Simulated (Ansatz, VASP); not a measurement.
## One calculation of Ti, two programs

Contents of INCAR:

```
PREC = Accurate ; ENCUT = 520
EDIFF = 1E-6 ; ISMEAR = -1
SIGMA = 0.03 ; LREAL = F
LASPH = T ; NELM = 100
ALGO = Normal ; ISIF = 2
LWAVE = F ; LCHARG = F
NBANDS = 19
```

The input KPOINTS:

```
regular mesh
0
Gamma
  13 13 7
```

The input POSCAR:

```
Ti
1.0
    2.8638698861      0.0000000000      0.0000000000
   -1.4319349430      2.4801840745      0.0000000000
    0.0000000000      0.0000000000      4.5399943151
Ti
2
Direct
    0.3333333333      0.6666666667      0.2500000000
    0.6666666667      0.3333333333      0.7500000000
```

Input for Ansatz:

```yaml
crystal:
  lattice:
    - [2.8638698861, 0.0, 0.0]
    - [-1.431934943, 2.4801840745, 0.0]
    - [0.0, 0.0, 4.5399943151]
  atoms:
    - { symbol: Ti, position: [0.3333333333, 0.6666666667, 0.25] }
    - { symbol: Ti, position: [0.6666666667, 0.3333333333, 0.75] }
hamiltonian:
  xc: lda
  pseudopotentials:
    kind: paw
    azcp:
      Ti: "pseudopotentials/Ti.paw.azcp"
basis:
  ecutwfc: 420
  fft_grid_basis: typed
kpoints:
  mp_grid: { grid: [13, 13, 7], shift: [0, 0, 0] }
magnetization:
  spin_polarized: false
scf:
  occupations: { method: fermi_dirac, width: 0.03 }
  lower_state_search: "off"
output:
  stress: true
```

Alike in both runs: task single point; functional LDA; k mesh 13 × 13 × 7; occupations fermi-dirac, width 0.03 eV; no spin polarisation.

|  | VASP | Ansatz |
| --- | --- | --- |
| version | VASP 6.6.1 | Ansatz 0.2.0 |
| potentials or method | VASP PAW LDA potentials, release 64 (Ti_sv) | plane waves (420 eV) with PAW, scalar-relativistic |
| plane-wave cutoff (eV) | 520 | 420 |
| valence electrons in the cell | 24 | 24 |

```tsv
	VASP	Ansatz	Ansatz less VASP
pressure (GPa)	-0.2	-0.1	+0.11
largest component of the traceless stress (GPa)	0.34	0.31	-0.030
```

Ansatz warned: «pseudo_functional_mismatch».
